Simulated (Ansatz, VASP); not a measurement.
**Sb: VASP beside Ansatz**

```xyz
1
Lattice="3.1109 0.0000 0.0000 0.0000 3.1109 0.0000 0.0000 0.0000 3.1109" Properties=species:S:1:pos:R:3 pbc="T T T"
Sb    0.0000    0.0000    1.5554
```

Alike in both runs: functional PBE; k mesh 18 × 18 × 18; no spin polarisation.

Ansatz relaxed the structure, and its values are those at the end. VASP's run is a single point on that final structure, the one shown.

|  | VASP | Ansatz |
| --- | --- | --- |
| version | VASP 6.6.1 | Ansatz 0.2.0 |
| potentials or method | VASP PAW PBE potentials, release 64 (Sb) | scalar-relativistic, plane waves, PAW |
| plane-wave cutoff (eV) | 520 | 420 |
| occupations | tetrahedron | tetrahedron-uncorrected |
| valence electrons in the cell | 5 | 15 |

```tsv
	VASP	Ansatz	Ansatz less VASP
gap on the k mesh at the Fermi level (eV)	none	none	-
pressure (GPa)	0.0	0.0	+0.03
```

A gap of «none» marks a metal or a gap that the smearing closes. The two sets of potentials don't hold the same shells in valence. Ansatz warned: «band_table_not_solved_further».

Spin-orbit coupling is left out, which matters for the levels of Sb.
